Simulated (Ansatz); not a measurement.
**AlP: a Al atom hops into a vacancy**

Aim: the barrier for Al8 to jump 3.84 Å into the empty Al site beside it, in a 2×2×2 supercell of AlP with one Al atom removed. The band relaxes its own ends first.

The COD entry's cell or inner coordinates are ideal or old and differ from later refinements, so a difference from it is no clean test against experiment.

Method: DFT PBE, plane waves, PAW, scalar-relativistic, no spin polarisation, in Ansatz 0.2.0.

## 1. Starting point

The cell holds 15 atoms (Al7P8): a = 7.720 Å, b = 7.720 Å, c = 7.720 Å, α = 60.00°, β = 60.00°, γ = 60.00°.

The empty site lies at (-2.72, 5.45, 2.73) Å, and Al8 starts at (-0.01, 2.73, 2.71) Å. All atoms were shaken by about 0.02 Å to break the symmetry.

As a file:

```xyz
15
Lattice="0.0000 5.4592 5.4592 5.4592 0.0000 5.4592 5.4592 5.4592 0.0000" Properties=species:S:1:pos:R:3 pbc="T T T"
Al   -0.0139    0.0090   -0.0137
P     1.4057    1.3626    1.3695
Al    2.7239    2.7131    0.0399
P     4.1133    4.0832    1.3552
P     4.1001    1.2826    4.0836
Al    5.4849    2.7174    2.7296
P     6.8079    4.0499    4.0935
Al   -0.0125    2.7250    2.7068
P     1.3728    4.1105    4.0860
Al    2.7116    5.4814    2.6874
P     4.0697    6.8028    4.1060
Al    2.7723    2.7563    5.4604
P     4.1157    4.0879    6.8104
Al    5.4602    5.4891    5.4278
P     6.8344    6.8133    6.7961
```

## 2. The band

crystal.atoms is the first end and neb.final_atoms the second, which differs in Al8 alone.

Input file input.yaml:

```yaml
crystal:
  lattice:
    - [0.0, 5.459152, 5.459152]
    - [5.459152, 0.0, 5.459152]
    - [5.459152, 5.459152, 0.0]
  atoms:
    - { symbol: Al, position: [0.00084377, -0.00335364, 0.00080052] }
    - { symbol: P, position: [0.12148724, 0.12937164, 0.1281211] }
    - { symbol: Al, position: [0.00266987, 0.00464166, 0.49431908] }
    - { symbol: P, position: [0.12136847, 0.12686971, 0.62659045] }
    - { symbol: P, position: [0.11596627, 0.63206978, 0.11898748] }
    - { symbol: Al, position: [-0.00346936, 0.50347467, 0.50124286] }
    - { symbol: P, position: [0.12231968, 0.62752427, 0.61953848] }
    - { symbol: Al, position: [0.49864475, -0.00281066, 0.00052079] }
    - { symbol: P, position: [0.62497958, 0.12349251, 0.12797303] }
    - { symbol: Al, position: [0.49981612, -0.00755023, 0.5042612] }
    - { symbol: P, position: [0.62638653, 0.12573805, 0.61974342] }
    - { symbol: Al, position: [0.4986483, 0.50158419, 0.00624691] }
    - { symbol: P, position: [0.62121357, 0.62630689, 0.12759406] }
    - { symbol: Al, position: [0.49977973, 0.4944864, 0.5057071] }
    - { symbol: P, position: [0.62052035, 0.62438653, 0.62752476] }
kpoints:
  mp_grid: { grid: [2, 2, 2] }
magnetization:
  spin_polarized: false
scf:
  occupations: { method: gaussian, width: 0.1 }
hamiltonian:
  pseudopotentials: { kind: paw }
  xc: pbe
basis:
  ecutwfc: 420
neb:
  images: 3
  relax_end_points: true
  climbing: true
  f_tol: 0.1
  max_iterations: 40
  order_check: false
  final_atoms:
    - { symbol: Al, position: [0.00084377, -0.00335364, 0.00080052] }
    - { symbol: P, position: [0.12148724, 0.12937164, 0.1281211] }
    - { symbol: Al, position: [0.00266987, 0.00464166, 0.49431908] }
    - { symbol: P, position: [0.12136847, 0.12686971, 0.62659045] }
    - { symbol: P, position: [0.11596627, 0.63206978, 0.11898748] }
    - { symbol: Al, position: [-0.00346936, 0.50347467, 0.50124286] }
    - { symbol: P, position: [0.12231968, 0.62752427, 0.61953848] }
    - { symbol: Al, position: [0.99824541, -0.49835438, -0.00038527] }
    - { symbol: P, position: [0.62497958, 0.12349251, 0.12797303] }
    - { symbol: Al, position: [0.49981612, -0.00755023, 0.5042612] }
    - { symbol: P, position: [0.62638653, 0.12573805, 0.61974342] }
    - { symbol: Al, position: [0.4986483, 0.50158419, 0.00624691] }
    - { symbol: P, position: [0.62121357, 0.62630689, 0.12759406] }
    - { symbol: Al, position: [0.49977973, 0.4944864, 0.5057071] }
    - { symbol: P, position: [0.62052035, 0.62438653, 0.62752476] }
```

The run is started by

```console
> ansatz run input.yaml --threads 4 --pin off --max-ram 8192MiB --backend cpu --events-out ev --progress --plain --runs-dir out
```

Log (excerpt; [...] marks lines left out):

```text
Warning: neb: disabling space-group detection — the band's intermediate images generally break the endpoint symmetry, so no spatial operation reduces the k-mesh or symmetrises the density, except that a semilocal band can use its path's symmetry ahead of convergence; time reversal is [...]
Warning: RAYON_NUM_THREADS=4 ignored (pool sized by the plan → 4); use --threads N
[...]
Pseudopotentials: kind: paw
Pseudopotential: Al, paw, valence charge 3, recommended cutoff 420 eV (normal), Al.paw.azcp
Pseudopotential: P, paw, valence charge 5, recommended cutoff 420 eV (normal), P.paw.azcp
Functional definition: PBE
[...]
parallel-image band execution: 3 concurrent image workers
NEB image 0
Crystal: 15 atoms, lattice volume = 325.391 Å³
Basis set: ecut = 420 eV, 6375 PW (Γ), exchange–correlation on 108×108×108 points (8 copies of the dense FFT grid, shifted against one another)
Bands: 46, of which v1, the nominal top of the filled ones, is band 31 counted from 1 (30 counted from 0)
Symmetry: 1 space group operations
k-points: 8
[...]
SCF iter   1: F=—  HF=-9812.825817 eV  |F-HF|=—  |Δ(HF+E_count)|=         —  Δρ=2.39e-3  dr2=5.95e-2  ethr=1.77e-3  ⟨swp⟩=10.8  Hψ=2453  notcnv=0  defer=11
[...]
NSCF: frozen V_eff on 8 k-points
NEB image 4
[...]
NSCF: frozen V_eff on 8 k-points
NEB end point (image 0): max|allowed force component| = 7.416e-1 eV/Å (the criterion of neb.relax_end_points is 2.000e-2)
NEB end point (image 4): max|allowed force component| = 1.005e0 eV/Å (the criterion of neb.relax_end_points is 2.000e-2)
NEB image 0, for its relaxation
[...]
NEB image 0, for its relaxation
[...]
NEB image 0, for its relaxation
[...]
NEB image 0
[...]
NSCF: frozen V_eff on 8 k-points
NEB end point (image 0): relaxed in 18 SCF iterations, 0.118828 eV lower, largest move of an atom 0.072 Å; not tested for a saddle point
NEB image 4, for its relaxation
[...]
SCF iter   3: F=-9812.818024 eV  HF=-9812.818024 eV  |F-HF|=1.52e-9  |Δ(HF+E_count)|=   1.65e-9  Δρ=7.10e-7  dr2=2.19e-9  ethr=9.37e-12  ⟨swp⟩=1.9  Hψ=468  notcnv=0
[...]
```

## 3. More of the same log

The log, continued (excerpt; [...] marks lines left out):

```text
SCF iter   4: F=-9812.818024 eV  HF=-9812.818024 eV  |F-HF|=2.55e-11  |Δ(HF+E_count)|=   2.06e-9  Δρ=1.57e-7  dr2=1.08e-10  ethr=3.59e-12  ⟨swp⟩=2.0  Hψ=562  notcnv=0
[...]
NEB image 4, for its relaxation
[...]
NEB image 4, for its relaxation
[...]
NEB image 4
[...]
NSCF: frozen V_eff on 8 k-points
NEB end point (image 4): relaxed in 18 SCF iterations, 0.110241 eV lower, largest move of an atom 0.074 Å; not tested for a saddle point
NEB image 1
[...]
NEB image 2
[...]
NEB image 3
[...]
NEB iter   1: max|band force component| = 6.151e1 eV/Å  barrier→ = 18.8103 eV  barrier← = 18.8102 eV  Δτ_max = 0.1999 Å  (51 SCF iters)
[...]
NEB iter   2: max|band force component| = 1.762e1 eV/Å  barrier→ = 5.3777 eV  barrier← = 5.3777 eV  Δτ_max = 0.1920 Å  (25 SCF iters)
NEB image 1
[...]
SCF iter   4: F=—  HF=-9811.792441 eV  |F-HF|=—  |Δ(HF+E_count)|=   3.93e-4  Δρ=2.53e-4  dr2=3.23e-4  ethr=5.37e-6  ⟨swp⟩=2.1  Hψ=608  notcnv=0
```

## 4. The output, continued

Output, continued (excerpt; [...] marks lines left out):

```text
SCF iter   5: F=—  HF=-9811.792397 eV  |F-HF|=—  |Δ(HF+E_count)|=   4.45e-5  Δρ=6.09e-5  dr2=4.98e-5  ethr=5.29e-7  ⟨swp⟩=2.2  Hψ=620  notcnv=0
[...]
NEB image 2
[...]
NEB image 3
[...]
NEB iter   3: max|band force component| = 9.707e0 eV/Å  barrier→ = 3.1996 eV  barrier← = 3.1995 eV  Δτ_max = 0.2000 Å  (24 SCF iters)
[...]
NEB iter   9: max|band force component| = 1.111e0 eV/Å  barrier→ = 1.2051 eV  barrier← = 1.2050 eV  Δτ_max = 0.1016 Å  (21 SCF iters)
[...]
NEB iter  15: max|band force component| = 3.217e-1 eV/Å  barrier→ = -0.0645 eV  barrier← = -0.0646 eV  CI = image 3  Δτ_max = 0.1929 Å  (19 SCF iters)
[...]
NEB iter  21: max|band force component| = 2.539e-1 eV/Å  barrier→ = 0.2838 eV  barrier← = 0.2837 eV  CI = image 3  Δτ_max = 0.0543 Å  (20 SCF iters)
[...]
NEB iter  26: max|band force component| = 1.577e-1 eV/Å  barrier→ = 0.3941 eV  barrier← = 0.3941 eV  CI = image 3  Δτ_max = 0.1870 Å  (20 SCF iters)
[...]
WARN: NEB end point (image 0): the path dips 0.598199 eV below it before the top, so the barrier from the dip is that much higher. The path crosses a lower well, or the end point is a saddle point, which neb.relax_end_points tests for
WARN: NEB: the barrier is in doubt: the path turns back at the climbing image. Check it with more images (neb.images), a lower neb.f_tol or relaxed end points
[...]
    - { symbol: Al, position: [0.003210890805879424, -0.009391358465824357, 0.5046845924958947] }
    - { symbol: P, position: [0.12243872874883609, 0.12433714696653674, 0.6266020365164884] }
    - { symbol: P, position: [0.09989044868853786, 0.6168612893991683, 0.13622465799951883] }
    - { symbol: Al, position: [-0.020724692548462653, 0.4994572920067851, 0.5105661063496428] }
    - { symbol: P, position: [0.09993819231650852, 0.61680781973255, 0.6469078932508056] }
    - { symbol: Al, position: [0.9901056831643442, -0.5263312527248487, 0.018065046247450034] }
    - { symbol: P, position: [0.6363306600539536, 0.16105888546789102, 0.1204511073052032] }
    - { symbol: Al, position: [0.49696873274696474, 0.015553586961914334, 0.49359781618157417] }
    - { symbol: P, position: [0.6365577566781064, 0.16116603958475773, 0.5815130858980964] }
    - { symbol: Al, position: [0.4741714214638782, 0.5315677045202276, 0.0029492703898167383] }
    - { symbol: P, position: [0.5593249743938261, 0.7060954619472654, 0.11718543209005972] }
    - { symbol: Al, position: [0.4742012975552267, 0.5316153583038825, 0.4910995327558617] }
    - { symbol: P, position: [0.6044948513101384, 0.6420052528594026, 0.6266754600920873] }
```

Run time: 3.7 min. Hardware: 4 threads of Arm Neoverse V1, shared host; peak memory 1.1 GiB.

## 5. What the band shows

Images 0 and 4 are the ends. Energies count from image 0; the path length is the program's own measure over all atoms.

```tsv
image	path (Å)	energy (eV)	Al8 x y z (Å)	band force (eV/Å)
0	0.000	0.0000	0.01 2.72 2.73	-
1	1.839	-0.5982	-0.51 3.23 3.23	0.022
2	3.678	-0.2702	-1.73 4.46 3.08	0.032
3*	5.516	0.3489	-2.77 5.50 2.53	0.056
4	6.436	0.0001	-2.72 5.45 2.73	-
```

The star marks the climbing image.

image, energy (eV) and a bar:
```
        0      0.000 ###################
        1     -0.598 
        2     -0.270 ##########
        3      0.349 ##############################
        4      0.000 ###################
```

How the highest energy settled:

```tsv
iteration	highest image above image 0 (eV)	largest band force (eV/Å)
1	18.8103	61.514
3	3.1996	9.707
5	1.6919	2.176
7	1.2327	1.319
9	1.2051	1.111
11	0.9713	1.107
13	0.5515	0.847
15	0.0001	0.322
17	0.1500	0.666
19	0.2719	0.233
21	0.2838	0.254
23	0.2596	0.336
25	0.4494	0.347
27	0.3489	0.056
```

Positions of all images (Å):

```xyz
15
Lattice="0.000 5.459 5.459 5.459 0.000 5.459 5.459 5.459 0.000" Properties=species:S:1:pos:R:3 pbc="T T T" image=0 dE=0.0000
Al    0.005   -0.015   -0.009
P     1.366    1.359    1.356
Al    2.745    2.722   -0.005
P     4.100    4.089    1.358
P     4.099    1.355    4.082
Al    5.463    2.721    2.710
P     6.820    4.079    4.095
Al    0.007    2.724    2.733
P     1.372    4.090    4.086
Al    2.735    5.453    2.722
P     4.099    6.818    4.086
Al    2.729    2.722    5.447
P     4.107    4.083    6.809
Al    5.466    5.467    5.453
P     6.834    6.819    6.816
15
Lattice="0.000 5.459 5.459 5.459 0.000 5.459 5.459 5.459 0.000" Properties=species:S:1:pos:R:3 pbc="T T T" image=1 dE=-0.5982
Al   -0.166    0.182    0.124
P     0.681    2.048    1.357
Al    2.547    2.895    0.122
P     4.073    4.114    1.501
P     3.989    1.069    3.777
Al    5.543    2.646    2.639
P     7.123    4.202    3.774
Al   -0.507    3.234    3.229
P     1.339    4.234    4.374
Al    2.711    5.475    2.867
P     3.953    6.848    4.373
Al    2.778    2.500    5.233
P     4.601    3.585    6.385
Al    5.687    5.407    5.230
P     6.918    6.726    6.759
15
Lattice="0.000 5.459 5.459 5.459 0.000 5.459 5.459 5.459 0.000" Properties=species:S:1:pos:R:3 pbc="T T T" image=2 dE=-0.2702
Al    0.025    0.221    0.153
P     0.737    1.991    1.609
Al    2.507    2.703    0.153
P     4.115    4.072    1.343
P     4.170    1.183    3.843
Al    5.566    2.621    2.548
P     7.004    4.017    3.843
Al   -1.732    4.460    3.076
P     1.482    4.287    4.350
Al    2.769    5.418    2.727
P     3.901    6.706    4.350
Al    2.823    2.570    5.269
P     4.665    3.523    6.538
Al    5.618    5.365    5.269
P     6.940    6.707    6.679
15
Lattice="0.000 5.459 5.459 5.459 0.000 5.459 5.459 5.459 0.000" Properties=species:S:1:pos:R:3 pbc="T T T" image=3 dE=0.3489
Al   -0.043    0.025   -0.034
P     1.111    1.618    1.305
Al    2.704    2.773   -0.034
P     4.099    4.089    1.347
P     4.111    1.289    3.913
Al    5.514    2.674    2.613
P     6.899    4.077    3.913
Al   -2.775    5.504    2.532
P     1.537    4.131    4.353
Al    2.780    5.408    2.798
P     4.054    6.650    4.355
Al    2.918    2.605    5.490
P     4.494    3.693    6.908
Al    5.583    5.270    5.491
P     6.926    6.721    6.805
15
Lattice="0.000 5.459 5.459 5.459 0.000 5.459 5.459 5.459 0.000" Properties=species:S:1:pos:R:3 pbc="T T T" image=4 dE=0.0001
Al    0.002   -0.007   -0.009
P     1.379    1.354    1.355
Al    2.733    2.738   -0.006
P     4.105    4.088    1.356
P     4.104    1.356    4.086
Al    5.465    2.722    2.722
P     6.826    4.089    4.086
Al   -2.721    5.450    2.733
P     1.383    4.091    4.091
Al    2.735    5.453    2.706
P     4.087    6.810    4.095
Al    2.741    2.711    5.454
P     4.102    4.083    6.823
Al    5.469    5.450    5.454
P     6.827    6.818    6.814
```

## 6. Results

| quantity | value |
| --- | --- |
| relaxation of the ends | 0.119 eV lower, moves up to 0.07 Å; 0.110 eV lower, moves up to 0.07 Å |
| barrier forwards | 0.35 eV |
| barrier backwards | 0.35 eV |
| second end relative to first | 0.000 eV |
| highest image | 3 of 0 to 4, climbing |
| band iterations | 27 |

**Reading.** The top lies 0.35 eV above the first end, or 13 kT at room temperature. The ends differ by 1 meV at most. The band dips to -0.60 eV at image 1, below both ends, so a lower minimum lies on the way, and the climb from that dip is 0.95 eV. The input switches the test of curvatures off, so the top was not shown to be a first-order saddle. The program warns about the band near its top, so the barrier is in doubt. The top still moved by 45 meV in the last iteration, which bounds the digits to trust. In 15 atoms the vacancy feels its images, and neither cell size nor mesh was tested. The k-mesh is coarse.
